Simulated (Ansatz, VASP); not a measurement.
## Ag in VASP and in Ansatz

```
Ag
1.0
     1.94263    3.36474    0.00000
    -1.94263    3.36474    0.00000
     0.00000   -2.24316    3.37931
Ag
2
Direct
  0.25008 0.25008 0.75023
  0.74992 0.74992 0.24977
```

Alike in both runs: functional r2SCAN; k mesh 8 × 8 × 8; no spin polarisation.

Ansatz relaxed the structure, and its values are those at the end. VASP's run is a single point on that final structure, the one shown.

|  | VASP | Ansatz |
| --- | --- | --- |
| version | VASP 6.6.1 | Ansatz 0.2.0 |
| potentials or method | VASP PAW PBE potentials, release 64 (Ag) | PAW plane waves |
| plane-wave cutoff (eV) | 520 | 500 |
| occupations | methfessel-paxton of order 1, width 0.024 eV | cold, width 0.024 eV |
| valence electrons in the cell | 22 | 38 |

```csv
,VASP,Ansatz,Ansatz less VASP
pressure (GPa),-5.8,-5.9,-0.05
rms of the force components (eV/Å),0.004,0.003,0.0000
```

The two sets of potentials don't hold the same shells in valence. Ansatz warned: «stress_scf_threshold_loose».

Caveats: the PAW data sets were made with another functional, which shifts forces and pressure a little (VASP).
